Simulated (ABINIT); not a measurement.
The system is FeO (Wuestite).

```
CELL_PARAMETERS angstrom
0.00000 2.15540 2.15540
2.15540 0.00000 2.15540
2.15540 2.15540 0.00000
ATOMIC_POSITIONS crystal
Fe 0.00000 0.00000 0.00000
O 0.50000 0.50000 0.50000
```

Base run:

```yaml
Program: ABINIT 10.8.3 (patched build)
Functional: revPBE
Potentials_or_basis: JTH PAW PBE v2.0
Cutoff: 844 eV
k_mesh: 11 × 11 × 11
Occupations: fermi-dirac, width 0.05 eV
Spin: collinear spin, ferromagnetic start
Starting_moments: "[3.0, 0.0] μB"
```

Its results: band gap on the k mesh none (metal or under the smearing width); pressure 2.8 GPa; net moment 4.00 μB per cell; site moments Fe +3.60; O +0.28 μB.

Problem. After a change of settings the same cell gave: band gap on the k mesh none (metal or under the smearing width); pressure -1.7 GPa; net moment 4.00 μB per cell; site moments Fe +3.59; O +0.28 μB. Which change was it?
A. functional from revPBE to AM05
B. functional from revPBE to PW91
C. functional from revPBE to WC

Solution. B.

PW91 binds more tightly than revPBE, so the same cell stands under less pressure.

Caveats: the PAW data sets were made with another functional, which shifts forces and pressure a little; a cell with one magnetic atom can't hold antiferromagnetic order, which such compounds often take; semilocal functionals often make such compounds metallic where correlation or magnetic order opens a gap, which also shifts bond lengths.
